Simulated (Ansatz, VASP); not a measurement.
**Two plane-wave programs on Ti**

File POSCAR:

```
Ti
1.0
    0.0000000000      2.0954589411      2.0954589411
    2.0954589411      0.0000000000      2.0954589411
    2.0954589411      2.0954589411      0.0000000000
Ti
1
Direct
    0.0000000000      0.0000000000      0.0000000000
```

INCAR.step1

```
PREC = Accurate ; ENCUT = 520
ISMEAR = 0 ; SIGMA = 0.1
LREAL = F ; LASPH = T
NELM = 100 ; NBANDS = 12
GGA = PE ; ALGO = Normal
EDIFF = 1E-4 ; LWAVE = T
LCHARG = F
```

INCAR.step2

```
PREC = Accurate ; ENCUT = 520
EDIFF = 1E-6 ; ISMEAR = 0
SIGMA = 0.1 ; LREAL = F
LASPH = T ; NELM = 100
ALGO = Normal ; ISIF = 2
LWAVE = F ; LCHARG = F
METAGGA = R2SCAN ; LMIXTAU = T
NBANDS = 12 ; ISTART = 1
```

File KPOINTS:

```
regular mesh
0
Gamma
  18 18 18
```

Input for Ansatz:

```yaml
crystal:
  lattice:
    - [0.0, 2.0954589382, 2.0954589382]
    - [2.0954589382, 0.0, 2.0954589382]
    - [2.0954589382, 2.0954589382, 0.0]
  atoms:
    - { symbol: Ti, position: [0.0, 0.0, 0.0] }
basis:
  ecutwfc: 500
kpoints:
  mp_grid: { grid: [18, 18, 18] }
hamiltonian:
  xc: r2scan
scf:
  occupations: { method: gaussian, width: 0.1 }
output:
  forces: true
  stress: true
  eigenvalues: true
```

Alike in both runs: task single point; functional r2SCAN; k mesh 18 × 18 × 18; occupations gaussian, width 0.1 eV; no spin polarisation.

|  | VASP | Ansatz |
| --- | --- | --- |
| version | VASP 6.6.1 | Ansatz 0.2.0 |
| potentials or method | VASP PAW PBE potentials, release 64 (Ti_sv) | scalar-relativistic, plane waves, PAW |
| plane-wave cutoff (eV) | 520 | 500 |
| valence electrons in the cell | 12 | 12 |

|  | VASP | Ansatz | Ansatz less VASP |
| --- | --- | --- | --- |
| gap on the k mesh at the Fermi level (eV) | none | none | - |
| pressure (GPa) | -5.5 | -5.9 | -0.34 |

A gap of «none» marks a metal or a gap that the smearing closes. With one functional, cell and mesh, what is left measures potentials, basis and numerics.

Caveats: the PAW data sets were made with another functional, which shifts forces and pressure a little (VASP).
